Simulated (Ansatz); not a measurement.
## Response of Cu to small distortions

```yaml
crystal:
  lattice:
    - [0.00000, 1.80750, 1.80750]
    - [1.80750, 0.00000, 1.80750]
    - [1.80750, 1.80750, 0.00000]
  atoms:
    - { symbol: Cu, position: [0.00000, 0.00000, 0.00000] }
```

The cell is COD entry 5000216, as deposited and not checked against the literature; nothing was relaxed.

Computed with Ansatz 0.2.0, DFT, PBE, PAW with Ansatz's default frozen-core files, scalar-relativistic.

The runs use a Γ-centred 19×19×19 k mesh, Fermi–Dirac smearing of 0.08 eV, cutoff 420 eV, no spin polarisation.

The unchanged cell is at 1.72 GPa.

In a metal, stresses and small energies carry noise from the k mesh.

x, y and z are the Cartesian axes of the cell as listed; fractional coordinates follow a strain, and an engineering shear is twice the off-diagonal strain component.

Problem. One change gave: energy change +7.9 meV/atom; stress change (xx, yy, zz, yz, xz, xy) 0.48, 0.48, 0.48, -2.43, -2.43, -2.43 GPa, compression positive. Which change was it?
A. xy engineering shear strain of -2 %
B. equal xy, yz and zx engineering shear strains of -1 %
C. equal xy, yz and zx engineering shear strains of -2 %
D. equal xy, yz and zx engineering shear strains of +3 %
E. equal xy, yz and zx engineering shear strains of +2 %
F. equal xy, yz and zx engineering shear strains of -3 %
G. z strained by -2 % at fixed volume
H. equal xy, yz and zx engineering shear strains of +1 %

Solution. D. For z strained by -2 % at fixed volume: energy change +0.9 meV/atom; stress change (xx, yy, zz, yz, xz, xy) -0.38, -0.38, 0.86, 0.00, 0.00, 0.00 GPa, compression positive. For xy engineering shear strain of -2 %: energy change +1.1 meV/atom; stress change (xx, yy, zz, yz, xz, xy) 0.13, 0.13, -0.06, 0.00, 0.00, 1.53 GPa, compression positive. For equal xy, yz and zx engineering shear strains of -3 %: energy change +7.5 meV/atom; stress change (xx, yy, zz, yz, xz, xy) 0.48, 0.48, 0.48, 2.20, 2.20, 2.20 GPa, compression positive. For equal xy, yz and zx engineering shear strains of -1 %: energy change +0.8 meV/atom; stress change (xx, yy, zz, yz, xz, xy) 0.05, 0.05, 0.05, 0.74, 0.74, 0.74 GPa, compression positive. For equal xy, yz and zx engineering shear strains of +2 %: energy change +3.4 meV/atom; stress change (xx, yy, zz, yz, xz, xy) 0.21, 0.21, 0.21, -1.57, -1.57, -1.57 GPa, compression positive. For equal xy, yz and zx engineering shear strains of -2 %: energy change +3.3 meV/atom; stress change (xx, yy, zz, yz, xz, xy) 0.22, 0.22, 0.22, 1.47, 1.47, 1.47 GPa, compression positive. For equal xy, yz and zx engineering shear strains of +1 %: energy change +0.8 meV/atom; stress change (xx, yy, zz, yz, xz, xy) 0.05, 0.05, 0.05, -0.76, -0.76, -0.76 GPa, compression positive.
